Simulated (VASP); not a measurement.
Runs of VASP 6.6.1 on PbS. It takes space group Fm-3m (No. 225, cubic). The conventional cell has a = 5.976 Å, b = 5.976 Å, c = 5.976 Å, α = 90.00°, β = 90.00°, γ = 90.00°. Pb (site symmetry m-3m) is surrounded by 6 S at 2.99 Å. S (site symmetry m-3m) has 6 Pb at 2.99 Å as nearest neighbours. The cell is a database's computed one.

```csv
task,level,potentials or basis,cell,cutoff (eV),gap on the mesh (eV),pressure (GPa),relaxed volume (Å³/atom)
relaxation of cell and atoms,PBE+D3(BJ),"VASP PAW PBE potentials, release 64 (Pb_d, S)",relaxed,600,0.37,0.0,(b)
relaxation of cell and atoms,LDA,"VASP PAW LDA potentials, release 64 (Pb_d, S)",relaxed,600,0.04,0.0,25.01
relaxation of cell and atoms,PBEsol,"VASP PAW PBE potentials, release 64 (Pb, S)",relaxed,580,0.18,0.0,25.62
relaxation of cell and atoms,RPBE,"VASP PAW PBE potentials, release 64 (Pb_d, S)",relaxed,600,0.71,0.0,(c)
single point,PBEsol,"VASP PAW PBE potentials, release 64 (Pb_d, S)",as given,520,0.34,(a),-
```

Alike in all rows: no spin polarisation; k mesh 10 × 10 × 10; smearing gaussian 0.02 eV.

Question: Fill in the values left out.

Answer: (a) -2.1; (b) 26.11; (c) 28.10.

Caveats: spin-orbit coupling is left out, which as a rule narrows the gap of such compounds by several tenths of an eV; the PAW data sets were made with another functional, which shifts forces and pressure a little (some runs).

A k mesh can miss the band edges, and the runs leave out spin-orbit coupling on Pb.

Not every run made on this cell is shown here.
